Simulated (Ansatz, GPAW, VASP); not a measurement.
**One calculation of PbSe, 4 ways**

```
Pb Se
1.0
     0.00000    3.06065    3.06065
     3.06065    0.00000    3.06065
     3.06065    3.06065    0.00000
Pb Se
1 1
Cartesian
  0.0000 0.0000 0.0000
  3.0606 3.0606 3.0606
```

Alike in all runs: task single point; functional PBE; k mesh 8 × 8 × 8; occupations gaussian, width 0.016 eV; no spin polarisation; no spin-orbit coupling. Pressure is positive in compression and, in plane waves, holds the error of the finite cutoff, which Ansatz's Pulay term estimates and takes out.

```csv
program and potentials,plane-wave cutoff (eV),notes,band gap (eV),pressure (GPa)
"Ansatz, Ansatz PAW",420,15 valence electrons an atom on average,0.29,2.43
"Ansatz, all-electron LAPW, scalar-relativistic",-,-,?,?
"GPAW, GPAW PAW data sets (gpaw-data 1.2.1)",600,10 valence electrons an atom on average,0.24,2.22
"VASP, PBE PAW files Pb_d, Se, 520 eV",520,10 valence electrons an atom on average,0.29,2.41
```

Question: Estimate from the other rows what the run with Ansatz, all-electron LAPW, scalar-relativistic gave.

Answer: Band gap 0.28 eV; pressure 2.43 GPa. The other rows, which needn't bracket it: band gap 0.24 to 0.29; pressure 2.22 to 2.43.
